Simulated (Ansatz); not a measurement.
Sc in several cubic structure types, each at its own equilibrium volume.

All numbers below come from PBE, plane waves, PAW datasets (generated soft set 1) (Ansatz).

Settings: cutoff 420 eV; no spin polarisation; Fermi–Dirac smearing of 0.0612 eV; k-meshes 42³ (bcc), 29³ (diamond), 41³ (fcc), 37³ (simple cubic).

Rank the structures by energy per atom, lowest first.
A. fcc
B. diamond
C. simple cubic
D. bcc

A (0.0 meV/atom), D (52 meV/atom), C (713 meV/atom), B (1939 meV/atom).

Give the equilibrium volume and bulk modulus of each.


```csv
structure,V₀ (Å³/atom),B₀ (GPa)
bcc,24.88,53
diamond,34.47,8.4
fcc,24.69,51
simple cubic,26.15,35
```

Only these cubic types are compared here; the real ground state can be another structure or magnetic.

Model structures, not the usual forms at ambient conditions (metastable or hypothetical): Sc (bcc type), Sc (diamond type), Sc (fcc type), Sc (simple cubic type). Spin polarisation is left out, and a magnetic state may lie lower.
